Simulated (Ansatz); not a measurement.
# Be: pressure against volume

One table from this session's results is given with a row withheld; the runs are named, their logs left out.

The COD cell was measured well above room temperature, so it is larger than a cold one.

Program: Ansatz 0.2.0. Level of theory: DFT PBE, scalar-relativistic. These are calculated values, not measurements.

1 further run of the same task is left out (set aside as unsound or not needed).

### Starting point

It takes space group P6_3/mmc (No. 194, hexagonal). The conventional cell has a = 2.300 Å, b = 2.300 Å, c = 3.601 Å, α = 90.00°, β = 90.00°, γ = 120.00°. Around Be (site symmetry -6m2) lie 12 Be at 2.24 to 2.30 Å.

Structure file:

```
Be
1.0
     2.29950    0.00000    0.00000
    -1.14975    1.99143    0.00000
     0.00000    0.00000    3.60090
Be
2
Direct
  0.33333 0.66667 0.25000
  0.66667 0.33333 0.75000
```

The cell is a measured one (Crystallography Open Database entry 9012017); the temperature and pressure of the measurement aren't taken into account, and nothing was relaxed.

Atoms are numbered in the order of the input: Be1, Be2.

The first run:

Contents of input.yaml:

```yaml
crystal:
  lattice:
    - [2.268423824, 0.0, 0.0]
    - [-1.1342119121, 1.9645126582, 0.0]
    - [0.0, 0.0, 3.5522332234]
  atoms:
    - { symbol: Be, position: [0.3333333333, 0.6666666667, 0.25] }
    - { symbol: Be, position: [0.6666666667, 0.3333333333, 0.75] }
kpoints:
  mp_grid: { grid: [20, 20, 11] }
scf:
  occupations: { method: fermi_dirac, width: 0.05 }
hamiltonian:
  xc: pbe
  pseudopotentials: { kind: all_electron, lapw: { basis_error: 0.001 } }
output:
  forces: true
  stress: true
  eigenvalues: true
```

Run with:

```console
$ ansatz run input.yaml --threads 1 --pin off --max-ram 2048MiB --backend cpu --events-out ev --progress --plain --runs-dir out
```

Steps of the session up to this table: Volume × 0.96, LAPW; Volume × 0.96, PAW; Volume × 0.96, crystal datasets; Volume × 0.98, LAPW; Volume × 0.98, PAW; Volume × 1.02, LAPW; Volume × 1.02, PAW; Volume × 1.04, LAPW; Volume × 1.04, PAW; Volume × 1.04, crystal datasets.

One table of the session follows, with a row left open; its other results are not shown here.

```
          method  volume (Å³/atom)  pressure (GPa)
            LAPW             7.915           -0.04
            LAPW             8.080           -2.49
            LAPW             8.245           -4.73
            LAPW             8.410           -6.79
            LAPW             8.575           -8.66
             PAW             7.915           -0.01
             PAW             8.080           -2.47
             PAW             8.245           -4.71
             PAW             8.410           -6.77
             PAW             8.575               ?
crystal datasets             7.915           -0.05
crystal datasets             8.245           -4.74
crystal datasets             8.575           -8.66
```

**Question.** Estimate the row for PAW, 8.575.

The run gave: pressure (GPa): -8.64. In the column «pressure (GPa)» it lies between crystal datasets, 8.575 (-8.66) and LAPW, 8.410 (-6.79).

To keep in mind: Warnings in the runs' records: crystal datasets made.
